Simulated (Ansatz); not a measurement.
# AlRu: pressure up to the limit of the methods, part 2 of 2

Aim: compress AlRu (NiAs type) step by step, far beyond the usual range, and follow pressure and electronic structure. The runs shown use LAPW, crystal datasets and norm-conserving. Companion runs by PAW are cited. Its runs: the reference run (LAPW); volume scaled by 1 (crystal datasets and norm-conserving); volume scaled by 0.94 (LAPW and crystal datasets); volume scaled by 0.88 (LAPW); volume scaled by 0.8 (LAPW); volume scaled by 0.72 (LAPW); volume scaled by 0.64 (LAPW); volume scaled by 0.55 (LAPW, crystal datasets and norm-conserving).

Ansatz 0.2.0; DFT PBE; a cell built from a prototype (NiAs type), not taken from measurement. «Crystal datasets» are all-electron PAW datasets made for this crystal. Earlier steps stand in the parts before.

## 9. Volume scaled by 0.72, LAPW

input.yaml

```yaml
crystal:
  lattice:
    - [2.5732285111, 0.0, 0.0]
    - [-1.2866142556, 2.2284812604, 0.0]
    - [0.0, 0.0, 7.0960349463]
  atoms:
    - { symbol: Ru, position: [0.0, 0.0, 0.0] }
    - { symbol: Ru, position: [0.0, 0.0, 0.5] }
    - { symbol: Al, position: [0.3333333333, 0.6666666667, 0.25] }
    - { symbol: Al, position: [0.6666666667, 0.3333333333, 0.75] }
kpoints:
  mp_grid: { grid: [11, 11, 6] }
scf:
  occupations: { method: fermi_dirac, width: 0.08 }
hamiltonian:
  xc: pbe
  pseudopotentials: { kind: all_electron, lapw: { basis_error: 0.001 } }
output:
  forces: true
  stress: true
  eigenvalues: true
  populations: true
```

Started as:

```
$ ansatz run input.yaml --threads 1 --pin off --max-ram 3072MiB --backend cpu --events-out ev --progress --plain --runs-dir out
```

The log of the run, shortened:

```text
Ru: projections on atomic orbitals take those of the free atom 1s2 2s2 2p6 3s2 3p6 3d10 4s2 4p6 4d7 5s1, of charge +0.00 (hamiltonian.pseudopotentials.projection_atoms)
Al: projections on atomic orbitals take those of the free atom 1s2 2s2 2p6 3s2 3p1, of charge +0.00 (hamiltonian.pseudopotentials.projection_atoms)
[...]
--- Stress (GPa, compression-positive) ---
      127.466878       0.000000      -0.000000
        0.000000     127.466878       0.000000
       -0.000000       0.000000     127.461290
  P = ⅓ Tr σ = 127.4650 GPa (1274.650 kbar)
--- Band table (eV; the first three rows and the last of 64) ---
[...]
--- Löwdin populations: 4 sites ---
  site symbol       q [e]
     0     Ru     44.0362
     1     Ru     44.0362
     2     Al     12.8490
     3     Al     12.8490
  spilling = 0.002013 (of n_electrons = 114.000000)
```

Wall time 50 s (1 thread of Intel Xeon Platinum 8375C at 2.90GHz (Ice Lake), shared host); peak memory 0.64 GiB.

This run gives: pressure 127.47 GPa; no gap.

## 10. Volume scaled by 0.64, LAPW

input.yaml, as its differences from that of step 9:

```diff
@@ -2,5 +2,5 @@
   lattice:
-    - [2.5732285111, 0.0, 0.0]
-    - [-1.2866142556, 2.2284812604, 0.0]
-    - [0.0, 0.0, 7.0960349463]
+    - [2.4760399276, 0.0, 0.0]
+    - [-1.2380199638, 2.1443134781, 0.0]
+    - [0.0, 0.0, 6.8124706658]
   atoms:
```

Started as:

```
$ ansatz run input.yaml --threads 1 --pin off --max-ram 3072MiB --backend cpu --events-out ev --progress --plain --runs-dir out
```

The log of the run, shortened:

```text
Ru: projections on atomic orbitals take those of the free atom 1s2 2s2 2p6 3s2 3p6 3d10 4s2 4p6 4d7 5s1, of charge +0.00 (hamiltonian.pseudopotentials.projection_atoms)
Al: projections on atomic orbitals take those of the free atom 1s2 2s2 2p6 3s2 3p1, of charge +0.00 (hamiltonian.pseudopotentials.projection_atoms)
[...]
--- Stress (GPa, compression-positive) ---
      221.848931       0.000000       0.000000
        0.000000     221.848931       0.000000
        0.000000       0.000000     221.990959
  P = ⅓ Tr σ = 221.8963 GPa (2218.963 kbar)
--- Band table (eV; the first three rows and the last of 64) ---
[...]
--- Löwdin populations: 4 sites ---
  site symbol       q [e]
     0     Ru     44.1030
     1     Ru     44.1030
     2     Al     12.7752
     3     Al     12.7752
  spilling = 0.002137 (of n_electrons = 114.000000)
```

It took 67 s on 1 thread of Intel Xeon Platinum 8375C at 2.90GHz (Ice Lake), shared host; peak memory 0.66 GiB.

Result: pressure 221.90 GPa; no gap.

## 11. Volume scaled by 0.55, LAPW

input.yaml, as its differences from that of step 10:

```diff
@@ -2,5 +2,5 @@
   lattice:
-    - [2.4760399276, 0.0, 0.0]
-    - [-1.2380199638, 2.1443134781, 0.0]
-    - [0.0, 0.0, 6.8124706658]
+    - [2.3568617904, 0.0, 0.0]
+    - [-1.1784308952, 2.0411021837, 0.0]
+    - [0.0, 0.0, 6.4615158918]
   atoms:
@@ -12,2 +12,14 @@
   mp_grid: { grid: [11, 11, 6] }
+  band_path:
+    path:
+      - [0.0, 0.0, 0.0]
+      - [0.5, 0.0, 0.0]
+      - [0.3333333333, 0.3333333333, 0.0]
+      - [0.0, 0.0, 0.0]
+      - [0.0, 0.0, 0.5]
+      - [0.5, 0.0, 0.5]
+      - [0.3333333333, 0.3333333333, 0.5]
+      - [0.0, 0.0, 0.5]
+      - [0.5, 0.0, 0.5]
+    npoints: 8
 scf:
@@ -22 +34,2 @@
   populations: true
+  dos: { projected: true, de: 0.2, e_range: [-14, 8] }
```

Started as:

```
$ ansatz run input.yaml --threads 1 --pin off --max-ram 3072MiB --backend cpu --events-out ev --progress --plain --runs-dir out
```

The log of the run:

```text
Ru: projections on atomic orbitals take those of the free atom 1s2 2s2 2p6 3s2 3p6 3d10 4s2 4p6 4d7 5s1, of charge +0.00 (hamiltonian.pseudopotentials.projection_atoms)
Al: projections on atomic orbitals take those of the free atom 1s2 2s2 2p6 3s2 3p1, of charge +0.00 (hamiltonian.pseudopotentials.projection_atoms)
LAPW: plane waves up to 10.074 Å⁻¹, error target 1.0e-3 eV per atom; small_component_spin mean_spin; Al in spheres of 0.975 Å, 11 of its electrons in bands, Dirac shells []; Ru in spheres of 1.137 Å, 34 of its electrons in bands, Dirac shells []
Engine: ansatz 0.2.0
Pseudopotentials: kind: all_electron
Pseudopotential: Ru, LAPW, valence charge 34, Koelling and Harmon's equation, gaussian nucleus
Pseudopotential: Al, LAPW, valence charge 11, Koelling and Harmon's equation, gaussian nucleus
Functional definition: PBE
  parameter kappa = 0.804
  parameter beta = 0.06672455060314922
  exchange = pbe_x(kappa = kappa, mu = beta*pi^2/3)
  correlation = pbe_c(beta = beta)
Crystal: 4 atoms, lattice volume = 31.084 Å³
Basis set: ecut = 386.6913209290399 eV, 549 PW (Γ), exchange–correlation at level 2
Bands: 54, of which v1, the nominal top of the filled ones, is band 45 counted from 1 (44 counted from 0)
Symmetry: 24 space group operations
Space group: P63/mmc (ITA 194), of the structure as read, at distance tolerance 3.1e-5 Å
k-points: 64 of 726
Non-local potential: Ru, projectors of the file, none
Non-local potential: Al, projectors of the file, none
Initial density: superposition of atomic densities (chi_scale 0.1, normalization cell, long waves kept (reshape's long-wave potential 0.00 eV rms))
Initial wavefunctions: plane waves of lowest kinetic energy (no species holds an atomic orbital)
Functional: x = pbe(κ = 0.804, μ = 0.2195149727645171), c = pbe(β = 0.06672455060314922)
iter 1 solved again at ethr=1.07e-3 eV; its pass at ethr=1.00e-1 eV (dr2=9.66e-1 eV) is discarded
SCF iter   1: F=—  HF=-259788.808212 eV  |F-HF|=—  |Δ(HF+E_count)|=         —  Δρ=6.17e-2  dr2=9.68e-1  ethr=1.07e-3  ⟨swp⟩=2.1  Hψ=22694  notcnv=0
preconditioner: auto → Kerker (q_TF=auto, 3.257 Å⁻¹)  [metal: Δε(μ)=0.033 eV  Ē_g=14.022 eV  σ=0.080 eV  W_gap=0.10  n_scr=24 (ndim 8)  ℏωp=31.2 eV  f_vac=0.000  D(μ)=1.40/eV (n_scr^D=4)]
SCF iter   2: F=—  HF=-259788.179247 eV  |F-HF|=—  |Δ(HF+E_count)|=   6.29e-1  Δρ=2.54e-2  dr2=1.09e-1  ethr=1.07e-3  ⟨swp⟩=2.3  Hψ=10456  notcnv=0
SCF iter   3: F=—  HF=-259788.133165 eV  |F-HF|=—  |Δ(HF+E_count)|=   4.61e-2  Δρ=1.79e-2  dr2=5.77e-2  ethr=1.21e-4  ⟨swp⟩=2.0  Hψ=9891  notcnv=0
SCF iter   4: F=—  HF=-259788.121784 eV  |F-HF|=—  |Δ(HF+E_count)|=         —  Δρ=8.98e-3  dr2=1.54e-2  ethr=6.41e-5  ⟨swp⟩=2.0  Hψ=9886  notcnv=0
the basis was enlarged: its passes take 783.5 KiB over the memory plan, 1 of 1 planned eigensolver slots
iter 5 solved again at ethr=1.68e-6 eV; its pass at ethr=1.71e-5 eV (dr2=1.51e-3 eV) is discarded
SCF iter   5: F=—  HF=-259788.116511 eV  |F-HF|=—  |Δ(HF+E_count)|=   5.27e-3  Δρ=2.53e-3  dr2=1.51e-3  ethr=1.68e-6  ⟨swp⟩=2.0  Hψ=16960  notcnv=0
SCF iter   6: F=—  HF=-259788.116118 eV  |F-HF|=—  |Δ(HF+E_count)|=   3.93e-4  Δρ=3.43e-4  dr2=4.64e-5  ethr=1.68e-6  ⟨swp⟩=2.0  Hψ=9882  notcnv=0
SCF iter   7: F=—  HF=-259788.116105 eV  |F-HF|=—  |Δ(HF+E_count)|=   1.22e-5  Δρ=9.88e-5  dr2=4.38e-6  ethr=5.16e-8  ⟨swp⟩=2.1  Hψ=9887  notcnv=0
SCF iter   8: F=—  HF=-259788.116104 eV  |F-HF|=—  |Δ(HF+E_count)|=   1.12e-6  Δρ=1.85e-5  dr2=1.48e-7  ethr=4.87e-9  ⟨swp⟩=2.0  Hψ=9883  notcnv=0
SCF iter   9: F=-259788.116104 eV  HF=-259788.116104 eV  |F-HF|=9.08e-9  |Δ(HF+E_count)|=   4.34e-8  Δρ=8.11e-6  dr2=1.59e-8  ethr=1.65e-10  ⟨swp⟩=2.0  Hψ=9883  notcnv=0
SCF 1 converged in 9 iterations: F = -259788.116104 eV  dr2 = 1.59e-8
NSCF: frozen V_eff on 65 k-points
SCF converged after 9 iterations
Free energy (F): -259788.116104 eV
Harris-Foulkes:  -259788.116104 eV  (|F-HF|=9.08e-9)
Internal energy: -259788.100358 eV  (E = F + TS)
E sigma→0 (E₀):  -259788.108231 eV
Entropy (-TS):   -0.015747 eV (-3.937 meV/atom)
Fermi energy:    34.593636 eV
--- Per-component energies (eV) ---
  E_band       = -11884.032778
  E_kinetic    = 269881.761818
  E_xc         = -8342.397271
  E_electrostatic = -521327.464905  (all electrons and nuclei)
  E_smearing   = -0.015747  (= −TS)
  E_closure    = 0.000000  (closes the sum)
  E_atoms      = -259779.453627  (free atoms, spherical and without spin; not in F)
  Σ components = -259788.116104   (vs F -259788.116104, Δ=0.00e0)
  Basis errors (estimates in eV, not in F): energy 3.0e-4 per atom: plane waves 2.5e-4 (1.3e-4 summed), levels above the bands 1.8e-78, relativity 4.6e-8, radial functions 4.4e-5, core shells 7.1e-11; eigenvalues (radial functions only) 1.9e-6; not estimated: angular momenta, meshes, grids; target (lapw.basis_error) 1.0e-3; muffin-tin radii Al 0.975 Å, Ru 1.137 Å
--- Forces (eV/Å), atoms counted from 1 ---
  atom   1  Ru     0.00000000    -0.00000000     0.00000000
  atom   2  Ru     0.00000000     0.00000000     0.00000000
  atom   3  Al     0.00000000     0.00000000     0.00000000
  atom   4  Al     0.00000000    -0.00000000     0.00000000
  max |Σ_I F_I| component: 1.64e-31 eV/Å
--- Stress (GPa, compression-positive) ---
      405.641193       0.000000       0.000000
        0.000000     405.641193       0.000000
        0.000000       0.000000     405.500505
  P = ⅓ Tr σ = 405.5943 GPa (4055.943 kbar)
--- Band table (eV; the first three rows and the last of 64) ---
  k-point 0: bands = ["-516.1167", "-516.1167", "-407.9129", "-407.9129", "-407.9129", "-407.9129", "-407.8380", "-407.8380", "-233.9592", "-233.9592", "-233.9592", "-233.9592", "-233.9040", "-233.9040", "-233.8882", "-233.8882", "-233.8882", "-233.8882", "-68.0190", "-68.0181", "-38.8321", "-38.8038", "-29.5281", "-29.4549", "-29.3446", "-29.3446", "-29.3442", "-29.3442", "-9.3378", "-9.0953", "-7.5135", "-7.5135", "-7.5120", "-7.5120", "20.5566", "24.3541", "25.4666", "25.9704", "30.4464", "30.4464", "30.4641", "30.4641", "30.5448", "33.8520", "33.8520", "34.5670", "34.5670", "35.5082", "43.7322", "45.4995", "48.5573", "48.5607", "48.8930", "48.8930"]
  k-point 1: bands = ["-516.1167", "-516.1167", "-407.9129", "-407.9129", "-407.9129", "-407.9129", "-407.8380", "-407.8380", "-233.9592", "-233.9592", "-233.9592", "-233.9592", "-233.9040", "-233.9040", "-233.8882", "-233.8882", "-233.8882", "-233.8882", "-68.0189", "-68.0182", "-38.8303", "-38.8057", "-29.5232", "-29.4598", "-29.3446", "-29.3446", "-29.3442", "-29.3442", "-9.3217", "-9.1117", "-7.5134", "-7.5134", "-7.5121", "-7.5121", "20.7168", "23.7983", "25.7298", "25.9844", "30.4479", "30.4479", "30.4633", "30.4633", "30.9180", "33.8947", "33.8947", "34.5132", "34.5132", "35.1770", "43.8621", "45.3937", "48.6668", "48.7775", "49.1238", "49.1238"]
  k-point 2: bands = ["-516.1167", "-516.1167", "-407.9129", "-407.9129", "-407.9129", "-407.9129", "-407.8380", "-407.8380", "-233.9592", "-233.9592", "-233.9592", "-233.9592", "-233.9040", "-233.9040", "-233.8882", "-233.8882", "-233.8882", "-233.8882", "-68.0188", "-68.0183", "-38.8251", "-38.8109", "-29.5098", "-29.4732", "-29.3445", "-29.3445", "-29.3443", "-29.3443", "-9.2778", "-9.1565", "-7.5131", "-7.5131", "-7.5124", "-7.5124", "21.1842", "22.8397", "25.9644", "26.0159", "30.4518", "30.4518", "30.4607", "30.4607", "31.8791", "34.0149", "34.0149", "34.2946", "34.3711", "34.3711", "44.2099", "45.0955", "48.9565", "49.1747", "49.7813", "49.7813"]
  k-point 63: bands = ["-516.1167", "-516.1167", "-407.9129", "-407.9129", "-407.9129", "-407.9129", "-407.8380", "-407.8380", "-233.9592", "-233.9592", "-233.9592", "-233.9592", "-233.9040", "-233.9040", "-233.8882", "-233.8882", "-233.8882", "-233.8882", "-67.9817", "-67.9817", "-38.1640", "-38.1640", "-29.4865", "-29.4865", "-29.4834", "-29.4834", "-29.4513", "-29.4513", "-9.7715", "-9.7715", "-9.2290", "-9.2290", "-8.6331", "-8.6331", "26.1791", "26.1791", "27.5776", "27.5776", "28.9253", "28.9253", "29.0019", "29.0019", "30.6551", "30.6551", "37.6824", "37.6824", "38.9137", "38.9137", "41.8730", "41.8730", "45.4050", "45.4050", "48.3174", "48.3174"]
--- Löwdin populations: 4 sites ---
  site symbol       q [e]
     0     Ru     44.2029
     1     Ru     44.2029
     2     Al     12.6619
     3     Al     12.6619
  spilling = 0.002372 (of n_electrons = 114.000000)
```

Wall time 62 s (1 thread of Intel Xeon Platinum 8375C at 2.90GHz (Ice Lake), shared host); peak memory 0.68 GiB.

This run gives: pressure 405.59 GPa; no gap.

Levels at the path's labelled points, in eV from the Fermi level:

| point | band 42 | band 43 | band 44 | band 45 | band 46 | band 47 | band 48 |
| --- | --- | --- | --- | --- | --- | --- | --- |
| Γ | -4.13 | -4.05 | -0.74 | -0.74 | -0.03 | -0.03 | 0.91 |
| M | -2.09 | -2.05 | -1.91 | 1.99 | 3.68 | 3.70 | 5.69 |
| K | -4.42 | -4.42 | -1.67 | -0.87 | 2.35 | 2.35 | 6.46 |
| Γ | -4.13 | -4.05 | -0.74 | -0.74 | -0.03 | -0.03 | 0.91 |
| A | -4.14 | -1.49 | -1.49 | -0.41 | -0.41 | -0.41 | -0.41 |
| L | -2.35 | -1.29 | -1.29 | 3.06 | 3.06 | 3.69 | 3.69 |
| H | -5.00 | -4.57 | -4.57 | 3.13 | 3.13 | 4.26 | 4.26 |
| A | -4.14 | -1.49 | -1.49 | -0.41 | -0.41 | -0.41 | -0.41 |
| L | -2.35 | -1.29 | -1.29 | 3.06 | 3.06 | 3.69 | 3.69 |

States per cell in windows of 1 eV (zero at the Fermi level; grid of 0.20 eV, so sharp peaks spill over the borders):

| from | to | total | Ru 4d | Al 3p |
| --- | --- | --- | --- | --- |
| -10 | -9 | 1.41 | 0.88 | 0.29 |
| -9 | -8 | 1.53 | 1.19 | 0.19 |
| -8 | -7 | 2.70 | 2.18 | 0.28 |
| -7 | -6 | 1.62 | 1.31 | 0.21 |
| -6 | -5 | 1.94 | 1.48 | 0.31 |
| -5 | -4 | 2.29 | 1.68 | 0.38 |
| -4 | -3 | 2.48 | 1.82 | 0.33 |
| -3 | -2 | 2.58 | 2.05 | 0.28 |
| -2 | -1 | 1.52 | 1.13 | 0.23 |
| -1 | 0 | 1.54 | 1.15 | 0.26 |
| 0 | 1 | 0.80 | 0.48 | 0.22 |
| 1 | 2 | 0.98 | 0.58 | 0.27 |
| 2 | 3 | 1.34 | 0.75 | 0.40 |
| 3 | 4 | 1.02 | 0.51 | 0.39 |
| 4 | 5 | 0.80 | 0.27 | 0.42 |

## 12. Volume scaled by 0.55, crystal datasets

input.yaml

```yaml
crystal:
  lattice:
    - [2.3568617904, 0.0, 0.0]
    - [-1.1784308952, 2.0411021837, 0.0]
    - [0.0, 0.0, 6.4615158918]
  atoms:
    - { symbol: Ru, position: [0.0, 0.0, 0.0] }
    - { symbol: Ru, position: [0.0, 0.0, 0.5] }
    - { symbol: Al, position: [0.3333333333, 0.6666666667, 0.25] }
    - { symbol: Al, position: [0.6666666667, 0.3333333333, 0.75] }
kpoints:
  mp_grid: { grid: [11, 11, 6] }
scf:
  occupations: { method: fermi_dirac, width: 0.08 }
hamiltonian:
  xc: pbe
  pseudopotentials: { kind: all_electron, datasets: crystal }
output:
  forces: true
  stress: true
  eigenvalues: true
```

Started as:

```
$ ansatz run input.yaml --threads 1 --pin off --max-ram 3072MiB --backend cpu --events-out ev --progress --plain --runs-dir out
```

The log of the run, shortened:

```text
[...]
band count auto-derived: 37 (N_el = 54.0; filled up to band 27; 33 by the electrons, moments and atoms)
[...]
Pseudopotentials: kind: all_electron
Pseudopotential: Ru, paw, valence charge 16, recommended cutoff 440 eV (normal), Koelling and Harmon's equation, gaussian nucleus
Pseudopotential: Al, paw, valence charge 11, recommended cutoff 440 eV (normal), Koelling and Harmon's equation, gaussian nucleus
Functional definition: PBE
[...]
Crystal: 4 atoms, lattice volume = 31.084 Å³
[...]
WARN: these bands are not tested for levels that they lack, and near the highest can lack one: the test was left open at 1 of its k-points (by spin channel)
[...]
--- Forces (eV/Å), atoms counted from 1 ---
  atom   1  Ru     0.00000000    -0.00000000    -0.00000000
  atom   2  Ru     0.00000000    -0.00000000     0.00000000
  atom   3  Al    -0.00000000     0.00000000     0.00000000
  atom   4  Al    -0.00000000    -0.00000000     0.00000000
[...]
--- Stress (GPa, compression-positive) ---
      405.643562       0.000000       0.000000
        0.000000     405.643562       0.000000
        0.000000       0.000000     405.500294
  P = ⅓ Tr σ = 405.5958 GPa (4055.958 kbar)
--- Band table (eV; the first three rows and the last of 64) ---
[...]
```

Wall time 29 s (1 thread of Intel Xeon Platinum 8375C at 2.90GHz (Ice Lake), shared host); peak memory 0.82 GiB.

Result: pressure 405.60 GPa.

## 13. Volume scaled by 0.55, norm-conserving

input.yaml, as its differences from that of step 12:

```diff
@@ -16,3 +16,3 @@
   xc: pbe
-  pseudopotentials: { kind: all_electron, datasets: crystal }
+  pseudopotentials: { kind: nc }
 output:
```

Started as:

```
$ ansatz run input.yaml --threads 1 --pin off --max-ram 3072MiB --backend cpu --events-out ev --progress --plain --runs-dir out
```

The log of the run, shortened:

```text
[...]
Pseudopotentials: kind: nc
Pseudopotential: Ru, nc, valence charge 16, recommended cutoff 1142.878222 eV (normal), Ru.nc.azcp
Pseudopotential: Al, nc, valence charge 3, recommended cutoff 544.227725 eV (normal), Al.nc.azcp
Functional definition: PBE
[...]
Crystal: 4 atoms, lattice volume = 31.084 Å³
[...]
  atom   2  Ru     0.00000000    -0.00000000     0.00000000
  atom   3  Al     0.00000000     0.00000000     0.00000000
  atom   4  Al    -0.00000000     0.00000000     0.00000000
[...]
--- Stress (GPa, compression-positive) ---
      404.186790       0.000000       0.000000
        0.000000     404.186790       0.000000
        0.000000       0.000000     403.192635
  P = ⅓ Tr σ = 403.8554 GPa (4038.554 kbar)
--- Band table (eV; the first three rows and the last of 64) ---
[... band rows left out ...]
[...]
```

Wall time 7.6 s (1 thread of Intel Xeon Platinum 8375C at 2.90GHz (Ice Lake), shared host); peak memory 0.39 GiB.

Read from it: pressure 403.86 GPa; no gap.

## 14. All runs together

Rows by PAW come from runs of the same series that aren't printed here.

| method | volume over the first | volume (Å³/atom) | pressure (GPa) | SCF cycles, all passes |
| --- | --- | --- | --- | --- |
| LAPW | 1 | 14.129 | -0.05 | 10 |
| LAPW | 0.94 | 13.281 | 13.35 | 10 |
| LAPW | 0.88 | 12.433 | 32.03 | 9 |
| LAPW | 0.8 | 11.303 | 68.99 | 9 |
| LAPW | 0.72 | 10.173 | 127.47 | 9 |
| LAPW | 0.64 | 9.043 | 221.90 | 8 |
| LAPW | 0.55 | 7.771 | 405.59 | 9 |
| PAW | 1 | 14.129 | 0.00 | 6 |
| PAW | 0.94 | 13.281 | 13.43 | 6 |
| PAW | 0.88 | 12.433 | 32.17 | 6 |
| PAW | 0.8 | 11.303 | 69.24 | 6 |
| PAW | 0.72 | 10.173 | 127.92 | 6 |
| PAW | 0.64 | 9.043 | 222.62 | 6 |
| PAW | 0.55 | 7.771 | 406.38 | 6 |
| PAW (cutoff 250 eV) | 0.8 | 11.303 | 70.58 | 6 |
| PAW (partial_waves polarizable) | 0.55 | 7.771 | 406.38 | 6 |
| crystal datasets | 1 | 14.129 | -0.05 | 9 |
| crystal datasets | 0.94 | 13.281 | 13.35 | 9 |
| crystal datasets | 0.55 | 7.771 | 405.60 | 9 |
| norm-conserving | 1 | 14.129 | -0.03 | 8 |
| norm-conserving | 0.55 | 7.771 | 403.86 | 7 |

## 15. Results

The summary covers parts 1 to 2.

| quantity | value |
| --- | --- |
| LAPW pressure at 0.55 of the volume | 405.6 GPa |
| PAW pressure at 0.55 of the volume | 406.4 GPa |
| PAW (partial_waves polarizable) pressure at 0.55 of the volume | 406.4 GPa |
| crystal datasets pressure at 0.55 of the volume | 405.6 GPa |
| norm-conserving pressure at 0.55 of the volume | 403.9 GPa |
| fitted bulk modulus at zero pressure (LAPW) | 197 GPa |
| its pressure derivative | 4.13 |

In words: At 0.55 of the starting volume LAPW gives 406 GPa. A third-order Birch-Murnaghan curve fits the range only roughly (B₀ = 197 GPa, B′ = 4.13, misfit at most 1.57 GPa). A fit over so wide a range leans to the high pressures, so B₀ can be off by several per cent. Where LAPW's pressure is over 3 GPa, PAW's departs from it by at most 0.6 %, at 0.94 of the volume. The ions are at rest, and the electrons smeared by 0.08 eV.
